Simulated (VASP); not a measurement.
# Ag in VASP: relaxation of the atoms with r2SCAN+rVV10

Aim: the relaxation of the atoms of Ag with r2SCAN+rVV10.

All numbers are computed with VASP 6.6.1; they aren't measurements. Logs are shortened: lines on timing, memory, paths and dates and some standing lists are left out, and cuts for length are marked.

## Step 1: The structure

The cell holds a slab with vacuum, 4 atoms: a = 2.939 Å, b = 2.939 Å, c = 29.636 Å, α = 90.00°, β = 90.00°, γ = 120.00°.

The cell was built by a generator and needn't be a form met in nature.

## Step 2: Relaxation of the atoms, r2SCAN+rVV10

INCAR

```
SYSTEM = Ag
PREC = Accurate ; ENCUT = 520
EDIFF = 1E-7 ; ISMEAR = 1
SIGMA = 0.1 ; LREAL = .FALSE.
LASPH = .TRUE. ; NELM = 120
ALGO = Normal ; ISIF = 2
LWAVE = .FALSE. ; LCHARG = .FALSE.
LDIPOL = .TRUE. ; IDIPOL = 3
DIPOL = 0.5 0.5 0.500 ; METAGGA = R2SCAN
LMIXTAU = .TRUE. ; LUSE_VDW = .TRUE.
IVDW_NL = 2 ; BPARAM = 11.95
CPARAM = 0.0093 ; IBRION = 2
NSW = 90 ; EDIFFG = -0.02
KPAR = 2
```

KPOINTS

```
regular mesh
0
G
  15 15 1
  0 0 0
```

POSCAR

```
Ag
1.0
    2.9393625700      0.0000000000      0.0000000000
   -1.4696812800      2.5455626200      0.0000000000
    0.0000000000      0.0000000000     29.6362216700
Ag
4
Direct
    0.3333330000      0.6666670000      0.3836101800
    1.0000000000      0.0000000000      0.4612011300
    0.6666660000      0.3333340000      0.5387988700
    0.3333330000      0.6666670000      0.6163898200
```

Potentials or basis: VASP PAW PBE potentials, release 64 (Ag).

Run with:

```console
$ cat potpaw_PBE.64/Ag/POTCAR > POTCAR
$ mpirun -np 2 vasp_std > vasp.out
```

OUTCAR:

```text
SYSTEM = Ag
   PREC = Accurate
   ENCUT = 520
   EDIFF = 1E-7
   ISMEAR = 1
   LREAL = .FALSE.
   LASPH = .TRUE.
   NELM = 120
   ISIF = 2
   METAGGA = R2SCAN
   IVDW_NL = 2
   BPARAM = 11.95
   IBRION = 2
   NSW = 90
   EDIFFG = -0.02

 ion  position               nearest neighbor table
   1  0.333  0.667  0.384-   2 2.86   2 2.86   2 2.86
   2  0.000  0.000  0.461-   1 2.86   1 2.86   1 2.86   3 2.86   3 2.86   3 2.86
   3  0.667  0.333  0.539-   4 2.86   4 2.86   4 2.86   2 2.86   2 2.86   2 2.86
   4  0.333  0.667  0.616-   3 2.86   3 2.86   3 2.86

  LATTYP: Found a hexagonal cell.
 ALAT       =     2.9393625700
 C/A-ratio  =    10.0825335304

  Lattice vectors:

 A1 = (   2.9393625700,   0.0000000000,   0.0000000000)
 A2 = (  -1.4696812800,   2.5455626200,   0.0000000000)
 A3 = (   0.0000000000,   0.0000000000,  29.6362216700)

Analysis of symmetry for initial positions (statically):
=====================================================================
 Subroutine PRICEL returns:
 Original cell was already a primitive cell.

 Routine SETGRP: Setting up the symmetry group for a
 hexagonal supercell.

 Subroutine GETGRP returns: Found 12 space group operations
 (whereof  6 operations were pure point group operations)
 out of a pool of 24 trial point group operations.

The static configuration has the point symmetry C_3v.
 The point group associated with its full space group is D_3d.

Analysis of symmetry for dynamics (positions and initial velocities):
=====================================================================
 Subroutine PRICEL returns:
 Original cell was already a primitive cell.

 Routine SETGRP: Setting up the symmetry group for a
 hexagonal supercell.

 Subroutine GETGRP returns: Found 12 space group operations
 (whereof  6 operations were pure point group operations)
 out of a pool of 24 trial point group operations.

The dynamic configuration has the point symmetry C_3v.
 The point group associated with its full space group is D_3d.

 Subroutine INISYM returns: Found 12 space group operations
 (whereof  6 operations are pure point group operations),
 and found     1 'primitive' translations

----------------------------------------------------------------------------------------

                                     Primitive cell

  volume of cell :     221.7480

  direct lattice vectors                    reciprocal lattice vectors
     2.939362570  0.000000000  0.000000000     0.340209816  0.196420231  0.000000000
    -1.469681280  2.545562620  0.000000000     0.000000000  0.392840464  0.000000000
     0.000000000  0.000000000 29.636221670     0.000000000  0.000000000  0.033742493

  length of vectors
     2.939362570  2.939362536 29.636221670     0.392840459  0.392840464  0.033742493

  position of ions in fractional coordinates (direct lattice)
     0.333333000  0.666667000  0.383610180
     0.000000000  0.000000000  0.461201130
     0.666666000  0.333334000  0.538798870
     0.333333000  0.666667000  0.616389820

  ion indices of the primitive-cell ions
   primitive index   ion index
                 1           1
                 2           2
                 3           3
                 4           4

----------------------------------------------------------------------------------------

 KPOINTS: regular mesh

Automatic generation of k-mesh.
 Grid dimensions read from file:
 generate k-points for:   15   15    1

 Generating k-lattice:

  Cartesian coordinates                     Fractional coordinates (reciprocal lattice)
     0.022680654  0.013094682  0.000000000     0.066666667  0.000000000  0.000000000
     0.000000000  0.026189364  0.000000000     0.000000000  0.066666667  0.000000000
     0.000000000  0.000000000  0.033742493     0.000000000  0.000000000  1.000000000

  Length of vectors
     0.026189364  0.026189364  0.033742493

  Shift w.r.t. Gamma in fractional coordinates (k-lattice)
     0.000000000  0.000000000  0.000000000

 Subroutine IBZKPT returns following result:
 ===========================================

 Found     27 irreducible k-points:

 Following reciprocal coordinates:
            Coordinates               Weight
  0.000000  0.000000  0.000000      1.000000
  0.066667  0.000000  0.000000      6.000000
  0.133333  0.000000  0.000000      6.000000
  0.200000 -0.000000  0.000000      6.000000
  0.266667  0.000000  0.000000      6.000000
  0.333333  0.000000  0.000000      6.000000
[... 16 lines left out ...]
  0.333333  0.200000  0.000000     12.000000
  0.400000  0.200000  0.000000      6.000000
 [... further k-points ...]
   k-points           NKPTS =     27   k-points in BZ     NKDIM =     27   number of bands    NBANDS=     26
   number of dos      NEDOS =    301   number of ions     NIONS =      4
   total plane-waves  NPLWV = 129024
   dimension x,y,z NGX =    24 NGY =   24 NGZ =  224
   dimension x,y,z NGXF=    48 NGYF=   48 NGZF=  448
   ions per type =               4
   NGX,Y,Z   is equivalent  to a cutoff of  13.57, 13.57, 12.57 a.u.
   NGXF,Y,Z  is equivalent  to a cutoff of  27.15, 27.15, 25.13 a.u.
 SYSTEM =  Ag
   PREC   = accura    normal or accurate (medium, high low for compatibility)
   ISTART =      0    job   : 0-new  1-cont  2-samecut
   ICHARG =      2    charge: 1-file 2-atom 10-const
   ISPIN  =      1    spin polarized calculation?
   LNONCOLLINEAR =      F non collinear calculations
   LSORBIT =      F    spin-orbit coupling
   LASPH  =      T    aspherical Exc in radial PAW
   ENCUT  =  520.0 eV  38.22 Ry    6.18 a.u.   5.47  5.47 55.10*2*pi/ulx,y,z
   NELM   =    120;   NELMIN=  2; NELMDL= -5     # of ELM steps
   EDIFF  = 0.1E-06   stopping-criterion for ELM
   LREAL  =      F    real-space projection
   EDIFFG = -.2E-01   stopping-criterion for IOM
   NSW    =     90    number of steps for IOM
   IBRION =      2    ionic relax: 0-MD 1-quasi-New 2-CG
   NFREE  =      1    steps in history (QN), initial steepest desc. (CG)
   ISIF   =      2    stress and relaxation
   ISYM   =      2    0-nonsym 1-usesym 2-fastsym
   POTIM  = 0.5000    time-step for ionic-motion
   TEBEG  =    0.0;   TEEND  =   0.0 temperature during run
   PSTRESS=    0.0 pullay stress
   NELECT =      44.0000    total number of electrons
   NUPDOWN=      -1.0000    fix difference up-down
   EMIN   =  10.00;   EMAX   =-10.00  energy-range for DOS
   EFERMI =   0.00;   METHOD = LEGACY
   ISMEAR =     1;   SIGMA  =   0.10  broadening in eV -4-tet -1-fermi 0-gaus
   EFERMI_NEDOS =   21; number of points for ismear=-14 and -15
   IALGO  =     38    algorithm
   IMIX   =      4    mixing-type and parameters
     AMIX     =   0.40;   BMIX     =  1.00
     AMIX_MAG =   1.60;   BMIX_MAG =  1.00
  volume/ion in A,a.u.               =      55.44       374.11
  Fermi-wavevector in a.u.,A,eV,Ry     =   0.954859  1.804421 12.405183  0.911755
  Thomas-Fermi vector in A             =   2.083644
   LORBIT       =      0    0 simple, 1 ext, 2 COOP (PROOUT), +10 PAW based schemes
   METAGGA = R2SCAN    functional components
   LHFCALC =     F    Hartree Fock is set to
   AEXX    =    0.0000 exact exchange contribution
   IVDW_NL    =     2    kernel type
   BPARAM     =11.9500
   IVDW    =     0    specifies the selected vdW correction
   LEPSILON=     F    determine dielectric tensor
   LRPA    =     F    only Hartree local field effects (RPA)
 conjugate gradient relaxation of ions
 non-spin polarized calculation
 Methfessel and Paxton  Order N= 1 SIGMA  =   0.10
  energy-cutoff  :      520.00
  volume of cell :      221.75
 maximum number of plane-waves:      6079
 NGX is ok and might be reduce to    24
   NGX = 11   NGY = 11   NGZ =111

 dipolmoment           0.000000      0.000000     -0.000000 electrons x Angstroem

--------------------------------------- Ionic step        1  -------------------------------------------

 number of electron      44.0000012 magnetization

 Free energy of the ion-electron system (eV)
  ---------------------------------------------------
  ext. energy  EPLUGINS =         0.00000000
  ---------------------------------------------------
  free energy    TOTEN  =       -83.00772488 eV

  energy without entropy =      -83.00634281  energy(sigma->0) =      -83.00726419

------------------------ aborting loop EDIFF was not reached (unconverged)  ----------------------------

  FORCE on cell =-STRESS in cart. coord.  units (eV):
  Direction    XX          YY          ZZ          XY          YZ          ZX
  --------------------------------------------------------------------------------------
  -------------------------------------------------------------------------------------
  Total       -2.0904181     -2.0904181      0.4159821     -0.0000000      0.0000000     -0.0000000
  in kB      -15.1037213    -15.1037209      3.0055600     -0.0000000      0.0000000     -0.0000000
  external PRESSURE =      -9.0672941 kB  Pullay stress =       0.0000000 kB

 VOLUME and BASIS-vectors are now :
 -----------------------------------------------------------------------------
  energy-cutoff  :      520.00
  volume of cell :      221.75
      direct lattice vectors                 reciprocal lattice vectors
     2.939362570  0.000000000  0.000000000     0.340209816  0.196420231  0.000000000
    -1.469681280  2.545562620  0.000000000     0.000000000  0.392840464  0.000000000
     0.000000000  0.000000000 29.636221670     0.000000000  0.000000000  0.033742493
[... 128 lines left out ...]
  energy  without entropy=      -83.0079367200  energy(sigma->0) =      -83.00883392

--------------------------------------- Ionic step        5  -------------------------------------------

 number of electron      44.0000010 magnetization

 dipolmoment           0.000000      0.000000      0.000000 electrons x Angstroem

 Free energy of the ion-electron system (eV)
  ---------------------------------------------------
  ext. energy  EPLUGINS =         0.00000000
  ---------------------------------------------------
  free energy    TOTEN  =       -83.00941545 eV

  energy without entropy =      -83.00803944  energy(sigma->0) =      -83.00895678

 E-fermi :  -0.3684     XC(G=0):  -4.5662

 val. band max:       -0.5231117477   @ k =   0.4000   0.0667   0.0000
 cond. band min:      -0.3650123344   @ k =   0.2000   0.2000   0.0000
 fundamental gap:      0.1580994134
 Fermi energy:        -0.3683708963

 k-point     1 :       0.0000    0.0000    0.0000
  band No.  band energies     occupation
      1      -7.9966      2.00000
      2      -7.1326      2.00000
      3      -6.8355      2.00000
      4      -6.6753      2.00000
      5      -5.6076      2.00000
      6      -5.6076      2.00000
[... 685 lines left out ...]
     25       3.9825      0.00000
     26       4.6256      0.00000

 [... further k-points ...]

------------------------ aborting loop because EDIFF is reached ----------------------------------------

 vacuum level on the upper side and lower side of the slab       (xc-potential included)         0.037         0.037

  FORCE on cell =-STRESS in cart. coord.  units (eV):
  Direction    XX          YY          ZZ          XY          YZ          ZX
  --------------------------------------------------------------------------------------
  -------------------------------------------------------------------------------------
  Total       -2.3210034     -2.3210033      0.1188427     -0.0000000      0.0000000      0.0000000
  in kB      -16.7697495    -16.7697490      0.8586639     -0.0000000      0.0000000      0.0000000
  external PRESSURE =     -10.8936115 kB  Pullay stress =       0.0000000 kB

 VOLUME and BASIS-vectors are now :
 -----------------------------------------------------------------------------
  energy-cutoff  :      520.00
  volume of cell :      221.75
      direct lattice vectors                 reciprocal lattice vectors
     2.939362570  0.000000000  0.000000000     0.340209816  0.196420231  0.000000000
    -1.469681280  2.545562620  0.000000000     0.000000000  0.392840464  0.000000000
     0.000000000  0.000000000 29.636221670     0.000000000  0.000000000  0.033742493
[... 10 lines left out ...]
  FREE ENERGIE OF THE ION-ELECTRON SYSTEM (eV)
  ---------------------------------------------------
  free  energy   TOTEN  =       -83.0094154542 eV

  energy  without entropy=      -83.0080394439  energy(sigma->0) =      -83.00895678

 reached required accuracy - stopping structural energy minimisation

 vacuum level on the upper side and lower side of the slab         4.018         4.018
```

It took 72 min on 2 MPI ranks of AMD EPYC 9R45 (Zen 5), shared host; peak memory 0.9 GiB.

What came out:

| Property | Result |
| --- | --- |
| Free energy | -83.0094 eV |
| Energy gained by relaxing | 0.4 meV/atom |
| Ionic steps | 5 |
| Largest force after relaxing | 0.016 eV/Å |
| Band gap on the k mesh | none (metal or under the smearing width) |

Forces in eV/Å, atoms in the order of the input:
```
Ag   0.000  0.000 -0.016
Ag   0.000  0.000 -0.012
Ag   0.000  0.000  0.012
Ag   0.000  0.000  0.016
```

The path:
| step | energy change (eV) | largest force (eV/Å) | pressure (GPa) |
| --- | --- | --- | --- |
| 1 | 0.0000 | 0.0721 | -0.91 |
| 2 | -0.0015 | 0.0306 | -1.07 |
| 3 | -0.0015 | 0.0297 | -1.07 |
| 4 | -0.0016 | 0.0251 | -1.07 |
| 5 | -0.0017 | 0.0164 | -1.09 |

Final structure:
```
Ag
1.0
     2.93936    0.00000    0.00000
    -1.46968    2.54556    0.00000
     0.00000    0.00000   29.63622
Ag
4
Cartesian
  0.0000 1.6970 11.3655
  0.0000 0.0000 13.6620
  1.4697 0.8485 15.9742
  0.0000 1.6970 18.2707
```

Levels at points of the mesh, in eV from the Fermi level:
```csv
k point,band 19,band 20,band 21,band 22,band 23,band 24,band 25,band 26
"(0.00, 0.00, 0.00)",-3.66,-3.66,-3.48,-3.41,-3.41,-0.97,0.36,4.03
```

Caveat: the PAW data sets were made with another functional, which shifts forces and pressure a little.
